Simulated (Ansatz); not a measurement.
**Ni3Ge: a hydrostatic pressure series**

One table from this session's results is given with a row withheld; the runs are named, their logs left out.

Method: DFT PBEsol, scalar-relativistic, plane waves, PAW, in Ansatz 0.2.0.

### The starting structure

The structure is cubic, space group Pm-3m (No. 221). Conventional cell: a = 3.525 Å, b = 3.525 Å, c = 3.525 Å, α = 90.00°, β = 90.00°, γ = 90.00°. Around Ni (site symmetry 4/mmm) lie 8 Ni at 2.49 Å and 4 Ge at 2.49 Å. Ge (site symmetry m-3m) has 12 Ni at 2.49 Å as nearest neighbours.

Coordinates:

```
CELL_PARAMETERS angstrom
3.52491 0.00000 0.00000
0.00000 3.52491 0.00000
0.00000 0.00000 3.52491
ATOMIC_POSITIONS crystal
Ni 0.50000 0.00000 0.50000
Ni 0.00000 0.50000 0.50000
Ni 0.50000 0.50000 0.00000
Ge 0.00000 0.00000 0.00000
```

It goes back to an entry of the Materials Project, which need not be the stable form.

It is the result of an earlier relaxation at this level (volume 10.95 Å³/atom; gap on the mesh: none (metal)).

Set-up of the first run:

The input, input.yaml:

```yaml
crystal:
  lattice:
    - [3.5583919611, 0.0, 0.0]
    - [0.0, 3.5583919611, 0.0]
    - [0.0, 0.0, 3.5583919611]
  atoms:
    - { symbol: Ni, position: [0.5, 0.0, 0.5] }
    - { symbol: Ni, position: [0.0, 0.5, 0.5] }
    - { symbol: Ni, position: [0.5, 0.5, 0.0] }
    - { symbol: Ge, position: [0.0, 0.0, 0.0] }
basis:
  ecutwfc: 420
kpoints:
  mp_grid: { grid: [12, 12, 12] }
hamiltonian:
  xc: pbesol
scf:
  occupations: { method: gaussian, width: 0.1 }
output:
  forces: true
  stress: true
  eigenvalues: true
  write_density: true
  write_potential: true
  elf: true
  volumetric_format: npy
relax:
  adjacent_minimum: "off"
  f_tol: 0.008
  max_steps: 50
  cell: { stress_tol: 0.08, p_target: -3.0 }
```

On the command line:

```sh
ansatz run input.yaml --threads 1 --pin off --max-ram 2560MiB --backend cpu --events-out ev --progress --plain --runs-dir out
```

Among the steps run: Relaxing at -3 GPa; Target pressure 3 GPa; 8 GPa; Relaxing at 15 GPa; Target pressure 30 GPa; Target pressure 60 GPa.

One table of the session follows, with a row left open; its other results are not shown here.

Lengths are those of the vectors of the cell that was run:

```
P (GPa)  V (Å³/atom)  a (Å)  b (Å)  c (Å)  ΔH (eV/atom)
     -3        11.10  3.541  3.541  3.541        -0.206
      0        10.95  3.525  3.525  3.525         0.000
      3        10.80  3.509  3.509  3.509         0.204
      8            ?      ?      ?      ?             ?
     15        10.32  3.456  3.456  3.456         0.994
     30         9.85  3.402  3.402  3.402         1.937
     60         9.16  3.321  3.321  3.321         3.712
```

Q: Estimate the row for P (GPa) = 8 from the others.

Worked estimate for «V (Å³/atom)». A straight line through the neighbours (3, 10.80) and (15, 10.32) gives 10.80 + (10.32 − 10.80) × (8 − 3) / (15 − 3) = 10.60; a parabola fitted to 4 rows on both sides gives 10.59.

As computed: V (Å³/atom): 10.59; a (Å): 3.486; b (Å): 3.486; c (Å): 3.486; ΔH (eV/atom): 0.537. In «V (Å³/atom)» the line misses by +0.01 and the parabola by 0.00.

ΔH is E + PV over the energy at zero pressure; a, b and c are the vectors of the computed cell. 

To keep in mind: Spin polarisation is off in the runs that give these values; a magnetic solution could lie lower.
